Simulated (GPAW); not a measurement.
**CdTe: energy against volume and a worked fit**

The structure is cubic, space group F-43m (No. 216). Conventional cell: a = 6.410 Å, b = 6.410 Å, c = 6.410 Å, α = 90.00°, β = 90.00°, γ = 90.00°. Te (site symmetry -43m) is surrounded by 4 Cd at 2.78 Å. Around Cd (site symmetry -43m) lie 4 Te at 2.78 Å.

The cell was scaled at fixed shape and fractions and run with GPAW, GPAW PAW data sets (gpaw-data 1.2.1), cutoff 600 eV; PBE+D3(zero damping), k mesh 6 × 6 × 6 on the cell of 2 atoms, fermi-dirac occupations of 0.05 eV, no spin polarisation, no spin-orbit coupling. Energies are those that the program minimises, any entropy of the smearing included.

```csv
V (Å³/atom),energy over the lowest row (meV/atom)
30.9465,54.87
31.6050,34.62
32.2634,?
32.9218,9.06
33.5803,2.70
34.2387,0.00
34.8972,0.56
```

Q: Fit the third-order Birch-Murnaghan form, give V0, B0 and B′, and predict the energy left open.

A: With y = (V0/V)^(2/3), E = E0 + (9 V0 B0/16) [(y - 1)³ B′ + (y - 1)² (6 - 4y)]. Least squares through the rows shown give V0 = 34.4455 Å³/atom, E0 = -0.16 meV, B0 = 40.08 GPa (1 eV/Å³ = 160.218 GPa) and B′ = 4.97, with a largest miss of 0.01 meV. At V = 32.2634 the form with these constants gives 19.54 meV; the run gave 19.54 meV an atom. Measured volume: 34.11 Å³/atom (arxiv:cond-mat/0608141), so the fit lies +1.0 % from it. Measured modulus: 42 GPa (arxiv:2306.14539), so the fit lies -4.6 % from it. The runs are for a static lattice.

The energy minimum lies at a larger volume than that of the listed cell, so the 2.78 Å bonds belong to a mildly compressed crystal. The low modulus fits long, polar sp³ bonds between large atoms in an open tetrahedral network, where the valence electron density is small. Compression raises bond-overlap and closed-shell repulsion, including that from the filled Cd 4d shell, which explains why the curve steepens towards small volumes.

The fit is slightly too large in volume and too soft, the usual paired signature of underbinding. Lattice vibrations would normally expand and soften the crystal further, so their neglect is unlikely to be the cause; a remaining error in the functional and its dispersion term is more probable.

The predicted energy confirms a smooth interpolation, but B′ rests mainly on compressed cells, with only one point beyond the fitted minimum. A curve for zinc blende alone can't locate the pressure-driven transition to denser phases.
